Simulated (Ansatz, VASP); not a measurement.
# One calculation of BN, two programs

```
B N
1.0
     2.42520    0.00000    0.00000
    -1.21260    2.10029    0.00000
     0.00000    0.00000    4.01673
B N
2 2
Direct
  0.33333 0.66667 0.00125
  0.66667 0.33333 0.50125
  0.33333 0.66667 0.37475
  0.66667 0.33333 0.87475
```

Alike in both runs: functional PBE; k mesh 12 × 12 × 7; occupations fermi-dirac, width 0.05 eV; no spin polarisation.

Ansatz relaxed the structure, and its values are those at the end. VASP's run is a single point on that final structure, the one shown.

|  | VASP | Ansatz |
| --- | --- | --- |
| version | VASP 6.6.1 | Ansatz 0.2.0 |
| potentials or method | VASP PAW PBE potentials, release 64 (B, N) | PAW with Ansatz's default frozen-core files, scalar-relativistic |
| plane-wave cutoff (eV) | 520 | 420 |
| valence electrons in the cell | 16 | 16 |

|  | VASP | Ansatz | Ansatz less VASP |
| --- | --- | --- | --- |
| gap on the k mesh at the Fermi level (eV) | 4.83 | 4.85 | +0.025 |

Caveats: an odd mesh through Γ misses points on the zone boundary, where band edges often lie. Expect the measured gap to be larger: semilocal functionals such as PBE lack the derivative discontinuity.
